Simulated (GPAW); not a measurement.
# MnO2 (P6_3/mmc) in GPAW: equation of state

How stiff is MnO2 in PBEsol, and what volume does it want? The cell is scaled to several volumes.

Everything below comes from runs of GPAW 26.7.0. Logs are shortened: lines on timing, memory, paths and dates and some standing lists are left out, and cuts for length are marked. The log counts tension as positive stress, the text compression.

## Step 1: The crystal as given

Symmetry: P6_3/mmc, No. 194, hexagonal system. Conventional cell: a = 2.855 Å, b = 2.855 Å, c = 10.222 Å, α = 90.00°, β = 90.00°, γ = 120.00°. Mn (site symmetry -3m) has 6 O at 1.90 Å as nearest neighbours. O (site symmetry 3m) is surrounded by 3 Mn at 1.90 Å.

Measurements of this composition are mostly on another form, of space group No. 136.

## Step 2: Equation of state, PBEsol, collinear spin, ferromagnetic start

Contents of run.py:

```python
from ase import Atoms
from ase.eos import EquationOfState
from ase.io import Trajectory
from ase.units import GPa
from ase.parallel import parprint
from gpaw import GPAW, PW, setup_paths

setup_paths.insert(0, '.')

atoms = Atoms(['Mn', 'Mn', 'O', 'O', 'O', 'O'],
              cell=[[2.8549554371, 0.0, 0.0],
                    [-1.4274777185, 2.4724639352, 0.0],
                    [0.0, 0.0, 10.2217427273]],
              scaled_positions=[[0.0, 0.0, 0.5],
                                [0.0, 0.0, 0.0],
                                [0.6666666667, 0.3333333333, 0.40685645],
                                [0.6666666667, 0.3333333333, 0.09314355],
                                [0.3333333333, 0.6666666667, 0.59314355],
                                [0.3333333333, 0.6666666667, 0.90685645]],
              pbc=True)
atoms.set_initial_magnetic_moments([4.0, 4.0, 0.0, 0.0, 0.0, 0.0])

traj = Trajectory('eos.traj', 'w')
volumes, energies = [], []
for x in [0.94, 0.96, 0.98, 1.0, 1.02, 1.04, 1.06]:
    a = atoms.copy()
    a.set_cell(atoms.cell * x**(1 / 3), scale_atoms=True)
    calc = GPAW(mode=PW(800),
                xc='PBEsol',
                kpts={'size': (11, 11, 3), 'gamma': True},
                occupations={'name': 'fermi-dirac', 'width': 0.05},
                nbands=47,
                convergence={'density': 1e-05, 'energy': 1e-05},
                maxiter=150,
                txt=f'eos-{x:.2f}.txt')
    a.calc = calc
    energies.append(a.get_potential_energy(force_consistent=True))
    volumes.append(a.get_volume())
    p = -a.get_stress()[:3].mean() / GPa
    calc.write(f'eos-{x:.2f}.gpw')
    traj.write(a)
    parprint(f'{x:.2f} {volumes[-1]:10.4f} A^3 {energies[-1]:14.6f} eV {p:9.3f} GPa', flush=True)

v0, e0, B = EquationOfState(volumes, energies, eos='birchmurnaghan').fit()
parprint(f'V0 = {v0:.4f} A^3, E0 = {e0:.6f} eV, B0 = {B / GPa:.2f} GPa')
```

Potentials or basis: PAW data sets generated in the run's folder for this functional, pw.

Started as:

```console
gpaw-setup -f PBEsol Mn O
OMP_NUM_THREADS=1 mpirun -n 4 gpaw python run.py
```

The program printed:

```text
__  _  _
 | _ |_)|_||  |
 |__||  | ||/\| - 26.7.0

Input parameters:
  mode=PW(ecut=800.0),
  convergence={'density': 1e-05, 'energy': 1e-05},
  kpts=MonkhorstPack(size=(11, 11, 3), gamma=True),
  maxiter=150,
  nbands=47,
  occupations=Occupations(name='fermi-dirac', width=0.05),
  xc=XC(name='PBEsol')

Diagonalizing LCAO Hamiltonian
Converting LCAO to pw mode

        O

        O

       Mn
           O

           O
       Mn

Atoms  # Å, Bohr magnetons
|   | symbol |         x |        y |        z |    initial magnetic moments |
|---|--------|-----------|----------|----------|-----------------------------|
| 0 |     Mn |  0.000000 | 0.000000 | 5.006539 | ( 0.0000,  0.0000,  4.0000) |
| 1 |     Mn |  0.000000 | 0.000000 | 0.000000 | ( 0.0000,  0.0000,  4.0000) |
| 2 |      O |  1.398337 | 0.807330 | 4.073885 | ( 0.0000,  0.0000,  0.0000) |
| 3 |      O |  1.398337 | 0.807330 | 0.932654 | ( 0.0000,  0.0000,  0.0000) |
| 4 |      O | -0.000000 | 1.614661 | 5.939192 | ( 0.0000,  0.0000,  0.0000) |
| 5 |      O | -0.000000 | 1.614661 | 9.080424 | ( 0.0000,  0.0000,  0.0000) |

Unit cell  # Å
| periodic |         x |        y |         z |   lengths |     angles |
|----------|-----------|----------|-----------|-----------|------------|
|      yes |  2.796675 | 0.000000 |  0.000000 |  2.796675 |  90.000000 |
|      yes | -1.398337 | 2.421991 |  0.000000 |  2.796675 |  90.000000 |
|      yes |  0.000000 | 0.000000 | 10.013077 | 10.013077 | 120.000000 |

Number of symmetries: 12
Symmetry operations  # r_c * U_cc + t_c -> r_c
|    | kind |            matrix            |
|----|------|------------------------------|
|  0 |  σ   |  1, 1, 0,  0,-1, 0,  0, 0, 1 |
|  1 |  S6  |  1, 1, 0, -1, 0, 0,  0, 0,-1 |
|  2 |  E   |  1, 0, 0,  0, 1, 0,  0, 0, 1 |
|  3 |  C2  |  1, 0, 0, -1,-1, 0,  0, 0,-1 |
|  4 |  C2  |  0, 1, 0,  1, 0, 0,  0, 0,-1 |
|  5 |  C3  |  0, 1, 0, -1,-1, 0,  0, 0, 1 |
|  6 |  S6  |  0,-1, 0,  1, 1, 0,  0, 0,-1 |
|  7 |  σ   |  0,-1, 0, -1, 0, 0,  0, 0, 1 |
|  8 |  σ   | -1, 0, 0,  1, 1, 0,  0, 0, 1 |
|  9 |  i   | -1, 0, 0,  0,-1, 0,  0, 0,-1 |
| 10 |  C3  | -1,-1, 0,  1, 0, 0,  0, 0, 1 |
| 11 |  C2  | -1,-1, 0,  0, 1, 0,  0, 0,-1 |

BZ-sampling:
  Number of BZ points: 363
  Number of IBZ points: 42

  Monkhorst-Pack size: [11, 11, 3]
  Monkhorst-Pack shift: [0, 0, 0]

K-points  # in reciprocal-cell coordinates
|     |                                coordinates |     weight |
|-----|--------------------------------------------|------------|
|   0 | (  0.00000000,   0.00000000,   0.00000000) | 0.00275482 |
|   1 | (  0.00000000,   0.00000000,   0.33333333) | 0.00550964 |
|   2 | (  0.09090909,   0.00000000,  -0.33333333) | 0.01652893 |
|   3 | (  0.09090909,   0.00000000,   0.00000000) | 0.01652893 |
|   4 | (  0.09090909,   0.00000000,   0.33333333) | 0.01652893 |
|   5 | (  0.18181818,  -0.09090909,   0.00000000) | 0.01652893 |
|   6 | (  0.18181818,  -0.09090909,   0.33333333) | 0.03305785 |
|   7 | (  0.18181818,   0.00000000,  -0.33333333) | 0.01652893 |
|   8 | (  0.18181818,   0.00000000,   0.00000000) | 0.01652893 |
|   9 | (  0.18181818,   0.00000000,   0.33333333) | 0.01652893 |
| ... |                                            |            |
|  41 | (  0.45454545,   0.45454545,   0.33333333) | 0.03305785 |

Plane wave coefficients: 3515
Cutoff: 800.0 eV

Spin-components: 2 (collinear spins)
Bands:           47
Projectors:      32
Spin-degeneracy: 1
Datatype:        complex128

Parallelization:
  kpt:    4
  domain: 1
  band:   1

Density:
  Valence electrons: 54.0
  Components: 2
  Grid points: [20 20 70]
  Charge: 0.0  # |e|

Potential:
  Grid points: [20 20 70]

species:
  Mn:
    name:    Manganese
    Z:       25.0
    valence: 15
    core:    10
    charge:  0.0  # [|e|]
    compensation charges:
      type: gauss
      rc: 0.38  # [Å]
      lmax: 2
    cutoffs:
      filter: 2.14  # [Å]
      core: 0.86  # [Å]
    projectors
    | kind |    occ | energy [eV] | rcut [Å] |
    |------|--------|-------------|----------|
    |   3s |  2.000 |     -85.624 |    1.275 |
    |   4s |  2.000 |      -5.124 |    1.275 |
    |   3p |  6.000 |     -54.486 |    1.281 |
    |   4p |  0.000 |      -1.348 |    1.281 |
    |   3d |  5.000 |      -6.794 |    1.138 |
    |    d |        |      20.417 |    1.138 |

    Using partial waves for Mn as LCAO basis

  O:
    name:    Oxygen
    Z:       8.0
    valence: 6
    core:    2
    charge:  0.0  # [|e|]
    compensation charges:
      type: gauss
      rc: 0.21  # [Å]
      lmax: 2
    cutoffs:
      filter: 1.17  # [Å]
      core: 0.83  # [Å]
    projectors
    | kind |    occ | energy [eV] | rcut [Å] |
    |------|--------|-------------|----------|
    |   2s |  2.000 |     -23.808 |    0.688 |
    |   2p |  4.000 |      -8.972 |    0.598 |
    |    s |        |       3.404 |    0.688 |
    |    p |        |      18.239 |    0.598 |
    |    d |        |       0.000 |    0.619 |

    Using partial waves for O as LCAO basis

Reference energy: -71102.493104  # eV

eigensolver:
  PPCG
  Converge bands: occupied
  niter=2

density mixing:
  MSR1-Mixer
  Pratt-step length: 0.05
  Maximum mixing coefficient: 0.75
  Old densities: 10
  SVD Regularization: 0.005
  Good broyden scale: 1.0
  Trust region scale: 1.0
  Backstep threshold: 4.0
  History deletion threshold: 6.0
  Fourier metric: weight=20.0, sigma=0.015

occupation numbers:
  Fermi-Dirac:
    width: 0.0500  # eV

poisson solver:
  ecut: 6400.0  # eV

xc functional:
  name: PBEsol with 2 nearest neighbor stencil

convergence criteria:
- Maximum integral of absolute [dens]ity change: 1e-05 electrons / valence electron
- Maximum [total energy] change in last 3 cyles: 1e-05 eV / valence electron
- Maximum integral of absolute [eigenst]ate change: 4e-08 eV^2 / valence electron
maximum number of iterations: 150

SCF iterations
|iter     | |      energy | eigst |  dens |  magmom |
|---------|-|-------------|-------|-------|---------|
|iter:   1| |  -56.149425 | +0.56 |       |  +8.0038|
|iter:   2| |  -54.178866 | -1.32 | -0.81 |  +7.9036|
|iter:   3| |  -51.737193 | -1.19 | -0.88 |  +7.2139|
|iter:   4| |  -51.798423 | -2.50 | -1.27 |  +6.8458|
|iter:   5| |  -51.925040 | -2.41 | -1.41 |  +6.2903|
|iter:   6| |  -51.969613 | -3.18 | -1.78 |  +5.9687|
|iter:   7| |  -51.972651 | -3.83 | -2.23 |  +5.9708|
|iter:   8| |  -51.970740 | -4.20 | -2.27 |  +5.9843|
|iter:   9| |  -51.970836 | -5.07 | -2.73 |  +5.9969|
|iter:  10| |  -51.970844c| -6.58 | -3.59 |  +5.9996|
|iter:  11| |  -51.970844c| -7.30 | -4.02 |  +5.9999|
|iter:  12| |  -51.970844c| -7.92c| -4.76 |  +5.9997|
|iter:  13| |  -51.970844c| -8.50c| -5.22c|  +5.9996|

Converged in 13 steps
Energy contributions relative to reference atoms: (reference = -71102.493104)

Energy contributions:
  Kinetic:          56.843215
  Coulomb:         -58.272203
  Zero:              1.018938
  External:          0.000000
  Xc:              -51.560720
  Entropy:          -0.000148
  Spinorbit:         0.000000
  ----------------------------
  Free energy:     -51.970918
  Extrapolated:    -51.970844

dipole moment: (-6.518354, -11.290121, -23.337993)  # |e|*Ang

Total magnetic moment: (0.000000, 0.000000, 5.999589)

Local magnetic moments
|        x |        y |        z |
|----------|----------|----------|
| 0.000000 | 0.000000 | 2.758580 |  # Mn   0
| 0.000000 | 0.000000 | 2.758583 |  # Mn   1
| 0.000000 | 0.000000 | 0.056701 |  # O    2
| 0.000000 | 0.000000 | 0.056699 |  # O    3
| 0.000000 | 0.000000 | 0.056701 |  # O    4
| 0.000000 | 0.000000 | 0.056699 |  # O    5

Fermi level: 3.960
Eigenvalues  # (at kpt = [0.000, 0.000, 0.000])
| band index |      eig [eV] | occ [0-1] |      eig [eV] | occ [0-1] |
|------------|---------------|-----------|---------------|-----------|
|          0 |       -77.728 |     1.000 |       -74.622 |     1.000 |
|        ... |               |           |               |           |
|         19 |         1.150 |     1.000 |         2.021 |     1.000 |
|         20 |         1.151 |     1.000 |         2.035 |     1.000 |
|         21 |         1.152 |     1.000 |         2.035 |     1.000 |
|         22 |         1.153 |     1.000 |         2.062 |     1.000 |
|         23 |         1.795 |     1.000 |         2.062 |     1.000 |
|         24 |         1.901 |     1.000 |         4.214 |     0.006 |
[... 8 lines left out ...]
|         33 |         6.819 |     0.000 |         8.197 |     0.000 |
|         34 |        10.497 |     0.000 |        10.794 |     0.000 |
|        ... |               |           |               |           |
|         46 |        26.553 |     0.000 |        27.418 |     0.000 |

Gap: 0.532 eV
Transition (v -> c):
  (s=0, k=3, n=29, [0.09, 0.00, 0.00]) -> (s=1, k=0, n=24, [0.00, 0.00, 0.00])
Direct/indirect transitions are different
Direct gap: 0.559 eV
Transition at: (s=0->1, k=0, n=29, [0.00, 0.00, 0.00])

Stress tensor  # eV/Ang^3
|         x |         y |         z |
|-----------|-----------|-----------|
| -0.093770 |  0.000000 |  0.000000 |
|  0.000000 | -0.093770 |  0.000000 |
|  0.000000 |  0.000000 | -0.061484 |

# Writing to eos-0.94.gpw (mode='')
```

It took 16 min on 4 MPI ranks of AMD EPYC, shared host; peak memory 0.56 GiB.

What came out:

| Quantity | Value |
| --- | --- |
| Equilibrium volume | 12.06 Å³/atom |
| Bulk modulus at fixed shape and positions | 179 GPa |
| Pressure derivative of the bulk modulus | 4.4 |

Energy against volume, from the lowest point:
```tsv
volume (Å³/atom)	energy (meV/atom)
11.304	30.04
11.544	13.49
11.785	3.70
12.025	0.00
12.266	1.76
12.507	8.39
12.747	19.44
```

Caveat: the cell was scaled at fixed shape and fractional positions, which overstates the stiffness of a crystal with free parameters, most of all of layers and chains.
